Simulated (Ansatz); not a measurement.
**PtSe2: the band gap up the ladder of functionals**

One table from this session's results is given with a row withheld; the runs are named, their logs left out.

Code: Ansatz 0.2.0. PAW datasets, plane waves. All values are calculated for a non-magnetic cell, which may be hypothetical.

### The system as given

The cell was relaxed beforehand with r2SCAN.

The sheet's in-plane cell has a = 3.703 Å, b = 3.703 Å (γ = 120.0°), and its outermost atoms lie 2.64 Å apart along the normal. Pt has 6 Se at 2.51 Å; Se has 3 Pt at 2.51 Å.

Structure file:

```xyz
3
Lattice="3.7028 0.0000 0.0000 -1.8514 3.2067 0.0000 0.0000 0.0000 30.0621" Properties=species:S:1:pos:R:3 pbc="T T F"
Pt    0.0000    0.0000    9.0000
Se    0.0000    2.1378   10.3184
Se    1.8514    1.0689    7.6816
```
Periodic in the plane only; c spans the vacuum.

Set-up of the first run:

input.yaml reads:

```yaml
crystal:
  lattice:
    - [3.7027871645, 0.0, 0.0]
    - [-1.8513935822, 3.2067077492, 0.0]
    - [0.0, 0.0, 30.0620632936]
  atoms:
    - { symbol: Pt, position: [0.0, 0.0, 0.2993806484] }
    - { symbol: Se, position: [0.3333333333, 0.6666666667, 0.3432359925] }
    - { symbol: Se, position: [0.6666666667, 0.3333333333, 0.2555253042] }
  periodic: [true, true, false]
kpoints:
  mp_grid: { grid: [12, 12, 1] }
  band_path:
    path:
      - [0, 0, 0]
      - [0.5, 0, 0]
      - [0.3333333333333, 0.3333333333333, 0]
      - [0, 0, 0]
    npoints: 10
hamiltonian:
  xc: pbe
scf:
  occupations: { method: fermi_dirac, width: 0.02 }
  n_extra_bands: 4
output:
  forces: true
  stress: true
  eigenvalues: true
```

Command:

```bash
> ansatz run input.yaml --threads 2 --pin off --max-ram 29491MiB --backend cpu --events-out ev --progress --plain --runs-dir out
```

Steps of the session up to this table: PBE bands along the symmetry lines; r2SCAN; Single point with HSE06; PBE+SOC; PBE0 at the same geometry; LDA; HSE06+SOC; r2SCAN0; Single point with LC-ωPBE.

One of the session's tables, all rows but one given; the rest of the session is left out.

| level | gap (eV) |
| --- | --- |
| PBE | 1.39 |
| r2SCAN | 1.59 |
| HSE06 | 1.94 |
| PBE+SOC | ? |
| PBE0 | 2.56 |
| LDA | 1.29 |
| HSE06+SOC | 1.75 |
| r2SCAN0 | 2.69 |
| LC-ωPBE | 6.29 |

**Question.** Estimate the row for PBE+SOC.

The run gave: gap (eV): 1.19. In the column «gap (eV)» it is the lowest.

Meshes: PBE 12×12×1, r2SCAN 12×12×1, HSE06 6×6×1, PBE+SOC 12×12×1, PBE0 6×6×1, LDA 12×12×1, HSE06+SOC 6×6×1, r2SCAN0 6×6×1, LC-ωPBE 6×6×1.

What this shows: The gap runs from 1.19 eV (PBE+SOC) to 6.29 eV (LC-ωPBE). PBE reaches 72 % of the HSE06 value, and r2SCAN 82 %. PBE0 lies 0.62 eV above HSE06, which differs from it by screening the long-range exchange.

To keep in mind: Warnings in the runs' records: stress exchange threshold loose, stress scf threshold loose, xc potential rough in thin density.
